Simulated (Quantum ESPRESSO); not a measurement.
Na under changes of volume

One of the cells (37.814 Å³/atom); the others are scaled copies at fixed shape and fractional positions:

```
CELL_PARAMETERS angstrom
3.76700 0.00000 0.00000
-1.88350 3.26232 0.00000
0.00000 0.00000 6.15400
ATOMIC_POSITIONS crystal
Na 0.66667 0.33333 0.75000
Na 0.33333 0.66667 0.25000
```

This isn't the form of Na at room conditions, which is bcc.

* Program: Quantum ESPRESSO 7.5
* Functional: r2SCAN
* Potentials or basis: SG15 PBE 1.2
* Cutoff: 952 eV
* Density cutoff: 3810 eV
* k mesh: 6 × 6 × 4
* Occupations: fermi-dirac, width 0.05 eV
* Spin: no spin polarisation

```tsv
volume (Å³/atom)	energy over the lowest point (meV/atom)	pressure (GPa)
35.545	?	?
36.301	3.39	0.2
37.057	1.44	0.1
37.814	0.35	-0.1
38.570	0.00	-0.2
39.326	0.35	-0.4
40.083	1.33	-0.5
```

What does the run at 35.545 Å³/atom give?

Energy over the lowest point 6.19 meV/atom; pressure 0.4 GPa.

Worked out: A Birch-Murnaghan fit of order 3 (a polynomial in V^(-2/3)) to the other rows has its minimum at 38.55 Å³/atom with B0 = V·E''(V) = 7.5 GPa and B' = 4.0 at fixed shape and positions, which overstates the stiffness. It gives 6.26 meV/atom at 35.545 Å³/atom, against the run's 6.19, and -dE/dV = 0.7 GPa, against 0.4.

Energies are extrapolated to zero smearing.

Caveats: the potentials were made for another functional, which shifts forces and pressure.
